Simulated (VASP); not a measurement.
Here is a VASP 6.6.1 calculation.

The input POSCAR:

```
W2C
1.0
    3.0700456420      0.0000000000      0.0000000000
   -1.5350228210      2.6587375167      0.0000000000
    0.0000000000      0.0000000000      4.6784280000
W C
2 1
Direct
    0.6666666667      0.3333333333      0.2536690000
    0.3333333333      0.6666666667      0.7463310000
    0.0000000000      0.0000000000      0.0000000000
```

The input INCAR.step1:

```
PREC = Accurate
ENCUT = 520
EDIFF = 1E-5
ISMEAR = -1
SIGMA = 0.05
LREAL = False
LASPH = True
NELM = 80
ALGO = Normal
ISIF = 2
LWAVE = True
LCHARG = False
NBANDS = 23
GGA = PE
```

The input INCAR.step2:

```
PREC = Accurate
ENCUT = 520
EDIFF = 1E-6
ISMEAR = -1
SIGMA = 0.05
LREAL = False
LASPH = True
NELM = 80
ALGO = Normal
ISIF = 2
LWAVE = False
LCHARG = False
GGA = PE
LHFCALC = True
HFSCREEN = 0.2
AEXX = 0.3
PRECFOCK = Fast
NBANDS = 23
ISTART = 1
```

File KPOINTS:

```
regular mesh
0
Gamma
  5 5 3
```

Potentials or basis: VASP PAW PBE potentials, release 64 (W_sv, C).

Command:

```sh
$ cat potpaw_PBE.64/W_sv/POTCAR potpaw_PBE.64/C/POTCAR > POTCAR
$ cp INCAR.step1 INCAR
$ mpirun -np 1 vasp_std > vasp.out
$ cp INCAR.step2 INCAR
$ mpirun -np 1 vasp_std > vasp.out
```

Estimate the band gap on the k mesh.

none (metal or under the smearing width).

Predict the pressure.

-12.0 GPa.

Predict the largest force.

0.784 eV/Å.

Stress tensor (GPa, compression positive):
```
-12.35   0.00   0.00
  0.00 -12.35   0.00
  0.00   0.00 -11.31
```

Caveat: the k mesh is coarse (spacing up to 0.47 Å⁻¹), so the values aren't converged, least of all with exact exchange; the PAW data sets were made with another functional, which shifts forces and pressure a little. Spin-orbit coupling is left out, which matters for the levels of W.
